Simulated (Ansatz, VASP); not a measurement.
**Two plane-wave programs on Si**

```
Si
1.0
     4.39430    0.00000    0.00000
    -2.19715    3.80557    0.00000
     0.00000    0.00000    2.69371
Si
3
Direct
  0.00000 0.00000 0.00000
  0.33333 0.66667 0.50000
  0.66667 0.33333 0.50000
```

The cell was built by a generator and needn't be a form met in nature.

Alike in both runs: task relaxation of cell and atoms; functional revPBE; k mesh 8 × 8 × 12; occupations fermi-dirac, width 0.1 eV; no spin polarisation.

|  | VASP | Ansatz |
| --- | --- | --- |
| version | VASP 6.6.1 | Ansatz 0.2.0 |
| potentials or method | VASP PAW PBE potentials, release 64 (Si) | plane waves (420 eV) with PAW, scalar-relativistic |
| plane-wave cutoff (eV) | 600 | 420 |
| valence electrons in the cell | 12 | 12 |

```tsv
	VASP	Ansatz	Ansatz less VASP
relaxed volume (Å³/atom)	14.90	14.95	+0.052
relaxed cell length with the largest relative difference (Å)	4.483	4.489	+0.0057
energy change over the relaxation (meV/atom)	-17	-17	+0.1
```

Caveats: the PAW data sets were made with another functional, which shifts forces and pressure a little (VASP).
